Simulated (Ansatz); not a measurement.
# SnO2: the cost of one run

Program: Ansatz 0.2.0. Level of theory: DFT PBE, scalar-relativistic, plane waves, PAW. These are calculated values, not measurements.

2 further runs of the same task are left out: 2 that didn't finish. Runs told in other sessions of the task aren't counted.

## 1. The system as given

Symmetry: P4_2/mnm, No. 136, tetragonal system. The conventional cell has a = 4.828 Å, b = 4.828 Å, c = 3.238 Å, α = 90.00°, β = 90.00°, γ = 90.00°. Sn (site symmetry mmm) is surrounded by 6 O at 2.09 Å. Around O (site symmetry m2m) lie 3 Sn at 2.09 Å.

Structure file:

```xyz
6
Lattice="4.8276 0.0000 0.0000 0.0000 4.8276 0.0000 0.0000 0.0000 3.2381" Properties=species:S:1:pos:R:3 pbc="T T T"
Sn    0.0000    0.0000    0.0000
Sn    2.4138    2.4138    1.6191
O     1.4800    1.4800    0.0000
O     3.8938    0.9338    1.6191
O     0.9338    3.8938    1.6191
O     3.3475    3.3475    0.0000
```

This cell comes from an earlier session at PBE: 12.578 Å³/atom at 0.00 GPa, on a 6×6×10 mesh.

The changes: atom 5 (O) moved 0.02 Å along y; atom 4 (O) moved 0.08 Å along y; strain e6 = +0.03, atoms carried along; strain e1 = +0.03, atoms carried along; all atoms moved at random (σ = 0.03 Å), cell strained at random (1 %); all atoms moved at random (σ = 0.1 Å), cell strained at random (1 %).

## 2. Atom 5 (O) moved 0.02 Å along y

input.yaml reads:

```yaml
crystal:
  lattice:
    - [4.8275742947, 0.0, 0.0]
    - [0.0, 4.8275742947, 0.0]
    - [0.0, 0.0, 3.2381011166]
  atoms:
    - { symbol: Sn, position: [0.0, 0.0, 0.0] }
    - { symbol: Sn, position: [0.5, 0.5, 0.5] }
    - { symbol: O, position: [0.3065775573, 0.3065775573, 0.0] }
    - { symbol: O, position: [0.8065775573, 0.1934224427, 0.5] }
    - { symbol: O, position: [0.1934224427, 0.8107204247, 0.5] }
    - { symbol: O, position: [0.6934224427, 0.6934224427, 0.0] }
basis:
  ecutwfc: 420
  ecutrho_ratio: 4
kpoints:
  mp_grid: { grid: [6, 6, 10] }
hamiltonian:
  xc: pbe
scf:
  occupations: { method: gaussian, width: 0.05 }
output:
  forces: true
  stress: true
  eigenvalues: true
  write_density: true
  write_potential: true
  elf: true
  volumetric_format: npy
```

Run with:

```
$ ansatz run input.yaml --threads 4 --pin off --max-ram 7168MiB --backend cpu --events-out ev --progress --plain --runs-dir out
```

Q: Estimate wall time and peak memory on 4 threads of Arm Neoverse V2, shared host.

About 8.8 s, with a peak of 0.5 GiB.
